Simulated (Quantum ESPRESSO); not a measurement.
Pt:

```
Pt
1.0
     0.00000    1.96090    1.96090
     1.96090    0.00000    1.96090
     1.96090    1.96090    0.00000
Pt
1
Cartesian
  0.0000 0.0000 0.0000
```

* Program: Quantum ESPRESSO 7.5
* Task: Hubbard U by linear response
* Functional: LDA
* Potentials or basis: GBRV 1.5 LDA
* Cutoff: 612 eV
* Density cutoff: 4898 eV
* k mesh: 10 × 10 × 10
* Occupations: cold, width 0.2 eV
* Spin: no spin polarisation
* Hubbard terms: Pt d U = 2.0 eV
* Start of the occupations: default
* Hubbard projectors: ortho-atomic
* Form of the LDA correlation: PZ81
* Mixing beta: 0.3
* Most SCF iterations: 120
* SCF threshold: 2e-10 Ry
* q mesh: 2 × 2 × 2

What Hubbard parameters does linear response give?

U = 4.53 eV on Pt 5d. The values belong to these projectors, potentials and this ground state, and don't carry over to other codes.

Hubbard U from linear response:
| site | manifold | U (eV) |
| --- | --- | --- |
| 1 | Pt-5d | 4.53 |
On the first site the bare response is -0.672 and the screened one -0.157 eV⁻¹.

Eigenvalues of the final occupation matrices:
```csv
site,spin,trace,eigenvalues
Pt 1 5d,each,4.35,0.84 0.84 0.84 0.91 0.91
```

Caveat: the computed U isn't converged in cell size; U without spin polarisation on a metal has little footing; the U is typed as a test and isn't derived for this compound.
